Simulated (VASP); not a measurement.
## Al3Cu under changes of volume

One of the cells (14.790 Å³/atom); the others are scaled copies at fixed shape and fractional positions:

```
Cu Al
1.0
     2.79681    0.00000    0.00000
     0.00000    2.79681    0.00000
     0.00000    0.00000    7.56316
Cu Al
1 3
Direct
  0.00000 0.00000 0.00000
  0.50000 0.50000 0.77388
  0.50000 0.50000 0.22612
  0.00000 0.00000 0.50000
```

The cell comes from a database or a generator and needn't be the stable form of this composition.

- Program: VASP 6.6.1
- Functional: PBEsol
- Potentials or basis: VASP PAW PBE potentials, release 64 (Cu, Al)
- Cutoff: 520 eV
- k mesh: 10 × 10 × 4
- Occupations: fermi-dirac, width 0.05 eV
- Spin: no spin polarisation

| volume (Å³/atom) | energy over the lowest point (meV/atom) | pressure (GPa) | largest force (eV/Å) |
| --- | --- | --- | --- |
| 13.630 | 27.42 | 8.9 | 0.093 |
| 13.920 | ? | ? | ? |
| 14.210 | 4.94 | 3.6 | 0.159 |
| 14.790 | 0.00 | -0.8 | 0.214 |
| 15.080 | 3.03 | -2.6 | 0.240 |
| 15.370 | 9.22 | -4.0 | 0.263 |

**Question.** What does the run at 13.920 Å³/atom give?

**Answer.** Energy over the lowest point 13.75 meV/atom; pressure 6.1 GPa; largest force 0.128 eV/Å.

Worked out: A Birch-Murnaghan fit of order 3 (a polynomial in V^(-2/3)) to the other rows has its minimum at 14.68 Å³/atom with B0 = V·E''(V) = 103 GPa and B' = 4.4 at fixed shape and positions, which overstates the stiffness. It gives 13.74 meV/atom at 13.920 Å³/atom, against the run's 13.75, and -dE/dV = 6.2 GPa, against 6.1.

Energies are extrapolated to zero smearing.

Caveats: the PAW data sets were made with another functional, which shifts forces and pressure a little.
